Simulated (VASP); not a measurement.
# Ge (Cmmm) in VASP: a series of runs, part 2 of 2

VASP 6.6.1. Earlier steps stand in the parts before.

### Step 4. Single point, PBE

The input, INCAR:

```
PREC = Accurate ; ENCUT = 450
EDIFF = 1E-4 ; ISMEAR = 0
SIGMA = 0.05 ; LREAL = F
LASPH = T ; NELM = 100
ALGO = Normal ; ISIF = 2
LWAVE = F ; LCHARG = F
GGA = PE ; NBANDS = 13
ADDGRID = F
```

The input, KPOINTS:

```
Automatic mesh
0
Gamma
  5 5 5
```

The input, POSCAR:

```
Ge
1.0
    1.4161900000     -2.6475770000      0.0134350000
    1.3961930000      2.6368340000      0.0183540000
    0.0306960000      0.0025520000      2.6389690000
Ge
1
Direct
    0.4852650000      0.4800630000      0.0156560000
```

Potentials or basis: VASP PAW PBE potentials, release 64 (Ge_d).

Launch:

```
> cat potpaw_PBE.64/Ge_d/POTCAR > POTCAR
> mpirun -np 1 vasp_std > vasp.out
```

OUTCAR:

```text
PREC = Accurate
   ENCUT = 450
   EDIFF = 1E-4
   ISMEAR = 0
   LREAL = F
   LASPH = T
   NELM = 100
   ISIF = 2
   GGA = PE

 Found     63 irreducible k-points:

 Following reciprocal coordinates:
            Coordinates               Weight
  0.000000  0.000000  0.000000      1.000000
  0.200000  0.000000  0.000000      2.000000
  0.400000 -0.000000  0.000000      2.000000
 -0.000000  0.200000  0.000000      2.000000
  0.200000  0.200000  0.000000      2.000000
  0.400000  0.200000  0.000000      2.000000
   k-points           NKPTS =     63   k-points in BZ     NKDIM =     63   number of bands    NBANDS=     13
   number of dos      NEDOS =    301   number of ions     NIONS =      1
   total plane-waves  NPLWV =  10368
   dimension x,y,z NGX =    24 NGY =   24 NGZ =   18
   dimension x,y,z NGXF=    48 NGYF=   48 NGZF=   36
   ions per type =               1
   NGX,Y,Z   is equivalent  to a cutoff of  13.29, 13.37, 11.34 a.u.
   NGXF,Y,Z  is equivalent  to a cutoff of  26.58, 26.74, 22.68 a.u.
 SYSTEM =  unknown system
   PREC   = accura    normal or accurate (medium, high low for compatibility)
   ISTART =      0    job   : 0-new  1-cont  2-samecut
   ICHARG =      2    charge: 1-file 2-atom 10-const
   ISPIN  =      1    spin polarized calculation?
   LNONCOLLINEAR =      F non collinear calculations
   LSORBIT =      F    spin-orbit coupling
   LASPH  =      T    aspherical Exc in radial PAW
   ENCUT  =  450.0 eV  33.07 Ry    5.75 a.u.   5.19  5.16  4.56*2*pi/ulx,y,z
   NELM   =    100;   NELMIN=  2; NELMDL= -5     # of ELM steps
   EDIFF  = 0.1E-03   stopping-criterion for ELM
   LREAL  =      F    real-space projection
   EDIFFG = 0.1E-02   stopping-criterion for IOM
   NSW    =      0    number of steps for IOM
   IBRION =     -1    ionic relax: 0-MD 1-quasi-New 2-CG
   NFREE  =      0    steps in history (QN), initial steepest desc. (CG)
   ISIF   =      2    stress and relaxation
   ISYM   =      2    0-nonsym 1-usesym 2-fastsym
   POTIM  = 0.5000    time-step for ionic-motion
   TEBEG  =    0.0;   TEEND  =   0.0 temperature during run
   PSTRESS=    0.0 pullay stress
   NELECT =      14.0000    total number of electrons
   NUPDOWN=      -1.0000    fix difference up-down
   EMIN   =  10.00;   EMAX   =-10.00  energy-range for DOS
   EFERMI =   0.00;   METHOD = LEGACY
   ISMEAR =     0;   SIGMA  =   0.05  broadening in eV -4-tet -1-fermi 0-gaus
   EFERMI_NEDOS =   21; number of points for ismear=-14 and -15
   IALGO  =     38    algorithm
[... 17 lines left out ...]
 maximum number of plane-waves:       433
 NGX is ok and might be reduce to    24

 number of electron      14.0000005 magnetization

 Free energy of the ion-electron system (eV)
  ---------------------------------------------------
  ext. energy  EPLUGINS =         0.00000000
  ---------------------------------------------------
  free energy    TOTEN  =        -4.24456757 eV

  energy without entropy =       -4.24324753  energy(sigma->0) =       -4.24390755

 E-fermi :   6.0071     XC(G=0): -11.0380

 val. band max:        5.9950468257   @ k =   0.2000   0.4000   0.2000
 cond. band min:       6.0373386716   @ k =   0.4000  -0.0000   0.4000
 fundamental gap:      0.0422918459
 Fermi energy:         6.0070560436

 k-point     1 :       0.0000    0.0000    0.0000
  band No.  band energies     occupation
      1     -18.5415      2.00000
      2     -18.4567      2.00000
      3     -18.4044      2.00000
      4     -18.2988      2.00000
      5     -18.2874      2.00000
      6      -6.6499      2.00000
      7      12.7535      0.00000
      8      13.7462      0.00000
      9      14.4180      0.00000
     10      16.7245      0.00000
     11      18.3561      0.00000
     12      20.7631      0.00000
     13      21.0503      0.00000
[... 66 lines left out ...]
  band No.  band energies     occupation
      1     -18.4888      2.00000
      2     -18.4155      2.00000
      3     -18.3444      2.00000
      4     -18.3298      2.00000
      5     -18.3144      2.00000
      6      -1.4443      2.00000
      7       1.6549      2.00000
      8       5.2531      2.00000
      9      17.7010      0.00000
     10      18.9112      0.00000
     11      23.3744      0.00000
     12      24.1010      0.00000
     13      24.7747      0.00000

 [... further k-points ...]

------------------------ aborting loop because EDIFF is reached ----------------------------------------

  FORCE on cell =-STRESS in cart. coord.  units (eV):
  Direction    XX          YY          ZZ          XY          YZ          ZX
  --------------------------------------------------------------------------------------
  -------------------------------------------------------------------------------------
  Total       -1.2211908      0.5761770      0.1849236     -0.1944976      0.0468267      0.0994011
  in kB      -99.7889761     47.0820058     15.1109399    -15.8932703      3.8264195      8.1225097
  external PRESSURE =     -12.5320101 kB  Pullay stress =       0.0000000 kB

 VOLUME and BASIS-vectors are now :
 -----------------------------------------------------------------------------
  energy-cutoff  :      450.00
  volume of cell :       19.61
      direct lattice vectors                 reciprocal lattice vectors
     1.416190000 -2.647577000  0.013435000     0.354897238 -0.187889191 -0.003946402
     1.396193000  2.636834000  0.018354000     0.356347309  0.190588350 -0.004329273
     0.030696000  0.002552000  2.638969000    -0.004285175 -0.000368995  0.378986066

 POSITION                                       TOTAL-FORCE (eV/Angst)
 -----------------------------------------------------------------------------------
      1.35797     -0.01889      0.05665        -0.000000      0.000000      0.000000
 -----------------------------------------------------------------------------------
    total drift:                                0.000053     -0.000161      0.000187

  FREE ENERGIE OF THE ION-ELECTRON SYSTEM (eV)
  ---------------------------------------------------
  free  energy   TOTEN  =        -4.2445675676 eV

  energy  without entropy=       -4.2432475324  energy(sigma->0) =       -4.24390755
```

stdout:

```text
POSCAR found type information on POSCAR Ge
 POSCAR found :  1 types and       1 ions
 scaLAPACK will be used
 LDA part: xc-table for (Slater+PW92), standard interpolation
 POSCAR, INCAR and KPOINTS ok, starting setup
 FFT: planning ... GRIDC
 FFT: planning ... GRID_SOFT
 FFT: planning ... GRID
 WAVECAR not read
 entering main loop
```

Wall time 3.2 s (1 thread of Intel Xeon 6975P-C (Granite Rapids), shared host); peak memory 0.13 GiB.

The run converged, but some of its settings lie outside the range that counts as converged, so its numbers aren't taken as properties of the crystal.

What came out:

```yaml
Free_energy: -4.2446 eV
Pressure: -1.3 GPa
Band_gap_on_the_k_mesh: none (metal or under the smearing width)
```

Caveat: the k mesh is coarse (spacing up to 0.51 Å⁻¹), so the values aren't converged.

### Step 5. Single point, PBE

This run uses another cell than the first one, of the same volume but with other edges.

Changes to INCAR since step 4:

```diff
@@ -1,3 +1,3 @@
 PREC = Accurate ; ENCUT = 450
-EDIFF = 1E-4 ; ISMEAR = 0
+EDIFF = 1E-5 ; ISMEAR = 0
 SIGMA = 0.05 ; LREAL = F
```

KPOINTS is that of step 4.

The input, POSCAR:

```
Ge
1.0
    1.3971490000     -2.6005160000      0.0000000000
    1.3971490000      2.6005160000      0.0000000000
    0.0000000000      0.0000000000      2.6982310000
Ge
1
Direct
    0.5000000000      0.5000000000      0.0000000000
```

Potentials or basis: VASP PAW PBE potentials, release 64 (Ge_d).

Launch:

```
> cat potpaw_PBE.64/Ge_d/POTCAR > POTCAR
> mpirun -np 1 vasp_std > vasp.out
```

OUTCAR:

```text
PREC = Accurate
   ENCUT = 450
   EDIFF = 1E-5
   ISMEAR = 0
   LREAL = F
   LASPH = T
   NELM = 100
   ISIF = 2
   GGA = PE

 Found     27 irreducible k-points:

 Following reciprocal coordinates:
            Coordinates               Weight
  0.000000  0.000000  0.000000      1.000000
  0.200000 -0.000000  0.000000      4.000000
  0.400000  0.000000  0.000000      4.000000
  0.200000  0.200000  0.000000      2.000000
  0.400000  0.200000  0.000000      4.000000
 -0.400000  0.200000  0.000000      4.000000
[... 171 lines left out ...]

------------------------ aborting loop because EDIFF is reached ----------------------------------------

  FORCE on cell =-STRESS in cart. coord.  units (eV):
  Direction    XX          YY          ZZ          XY          YZ          ZX
  --------------------------------------------------------------------------------------
  -------------------------------------------------------------------------------------
  Total       -0.3335713      0.8557688     -0.0313156      0.0000000      0.0000000      0.0000000
  in kB      -27.2576150     69.9287337     -2.5589370      0.0000000      0.0000000      0.0000000
  external PRESSURE =      13.3707272 kB  Pullay stress =       0.0000000 kB

 VOLUME and BASIS-vectors are now :
 -----------------------------------------------------------------------------
  energy-cutoff  :      450.00
  volume of cell :       19.61
      direct lattice vectors                 reciprocal lattice vectors
     1.397149000 -2.600516000  0.000000000     0.357871637 -0.192269534  0.000000000
     1.397149000  2.600516000  0.000000000     0.357871637  0.192269534  0.000000000
     0.000000000  0.000000000  2.698231000     0.000000000  0.000000000  0.370613191

 POSITION                                       TOTAL-FORCE (eV/Angst)
 -----------------------------------------------------------------------------------
      1.39715      0.00000      0.00000         0.000000      0.000000      0.000000
 -----------------------------------------------------------------------------------
    total drift:                               -0.000000      0.000000     -0.000000

  FREE ENERGIE OF THE ION-ELECTRON SYSTEM (eV)
  ---------------------------------------------------
  free  energy   TOTEN  =        -4.2401517444 eV

  energy  without entropy=       -4.2392195223  energy(sigma->0) =       -4.23968563
```

OSZICAR:

```text
N       E                     dE             d eps       ncg     rms          rms(c)
DAV:   1     0.605874936460E+02    0.60587E+02   -0.65447E+03   740   0.270E+03
DAV:   2     0.896676385809E+00   -0.59691E+02   -0.56986E+02   737   0.378E+02
DAV:   3    -0.417616107026E+01   -0.50728E+01   -0.50595E+01   827   0.693E+01
DAV:   4    -0.424634234183E+01   -0.70181E-01   -0.70175E-01   787   0.905E+00
DAV:   5    -0.424708976539E+01   -0.74742E-03   -0.74742E-03   842   0.990E-01    0.128E+00
DAV:   6    -0.424202731764E+01    0.50624E-02   -0.52146E-03   877   0.159E+00    0.732E-01
DAV:   7    -0.424019083626E+01    0.18365E-02   -0.43379E-03   923   0.123E+00    0.651E-02
DAV:   8    -0.424015098074E+01    0.39856E-04   -0.56371E-04   857   0.521E-01    0.251E-02
DAV:   9    -0.424015174439E+01   -0.76365E-06   -0.13060E-05   662   0.705E-02
   1 F= -.42401517E+01 E0= -.42396856E+01  d E =-.932222E-03
```

It took 2.4 s on 1 thread of Intel Xeon 6975P-C (Granite Rapids), shared host; peak memory 0.12 GiB.

The run converged, but some of its settings lie outside the range that counts as converged, so its numbers aren't taken as properties of the crystal.

Results:

| Quantity | Value |
| --- | --- |
| Free energy | -4.2402 eV |
| Pressure | 1.3 GPa |
| Band gap on the k mesh | none (metal or under the smearing width) |

Caveat: the k mesh is coarse (spacing up to 0.51 Å⁻¹), so the values aren't converged.
